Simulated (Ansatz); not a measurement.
A (110) slab of TiO$_{2}$ (I4_1/amd (No. 141)), 9 planes, outer planes TiO2 (top) and TiO2 (bottom), with 27 atoms (Ti9O18) in a surface cell of A = 25.453 Å², as cut from the bulk:

```
CELL_PARAMETERS angstrom
5.33253 0.00000 0.00000
-2.66627 4.77317 0.00000
0.00000 0.00000 25.66506
ATOMIC_POSITIONS crystal
Ti 0.50000 0.00000 0.29223
O 0.29238 0.58476 0.29223
O 0.70762 0.41524 0.29223
Ti 0.00000 0.50000 0.34417
O 0.79238 0.08476 0.34417
O 0.20762 0.91524 0.34417
Ti 0.00000 0.00000 0.39611
O 0.79238 0.58476 0.39611
O 0.20762 0.41524 0.39611
Ti 0.50000 0.50000 0.44806
O 0.29238 0.08476 0.44806
O 0.70762 0.91524 0.44806
Ti 0.50000 0.00000 0.50000
O 0.29238 0.58476 0.50000
O 0.70762 0.41524 0.50000
Ti 0.00000 0.50000 0.55194
O 0.79238 0.08476 0.55194
O 0.20762 0.91524 0.55194
Ti 0.00000 0.00000 0.60389
O 0.79238 0.58476 0.60389
O 0.20762 0.41524 0.60389
Ti 0.50000 0.50000 0.65583
O 0.29238 0.08476 0.65583
O 0.70762 0.91524 0.65583
Ti 0.50000 0.00000 0.70777
O 0.29238 0.58476 0.70777
O 0.70762 0.41524 0.70777
```

Level of theory: DFT PBEsol, scalar-relativistic, plane waves, PAW (Ansatz 0.2.0). Cutoff 420 eV; k points 6×6×1 on the computed 27-atom cell (Γ-centred); Gaussian smearing, width 0.05 eV; no spin polarisation. The cell repeats along c with a dipole correction in the vacuum.

Against the same 27 atoms in the bulk, the slab as cut lies 7.123 eV higher and the relaxed slab 3.968 eV higher.

Task: Work out the surface energy before and after relaxation.

Result: The slab has two faces, so γ = (E_slab − N·E_bulk)/(2A), the mean of both. As cut: 7.123/(2 × 25.453) = 0.1399 eV/Å², and 1 eV/Å² = 16.02 J/m², so γ = 2.24 J/m². Relaxed: 3.968/(2 × 25.453) = 0.0779 eV/Å² = 1.25 J/m². Relaxation recovers 44 % of the cost of cutting.

Task: What is the ideal work of this cut, per area?

Result: Griffith's ideal work is 2γ: 4.48 J/m² if the new faces stay rigid, 2.50 J/m² if they relax. One thickness was run, 9 planes, so γ can still shift with it.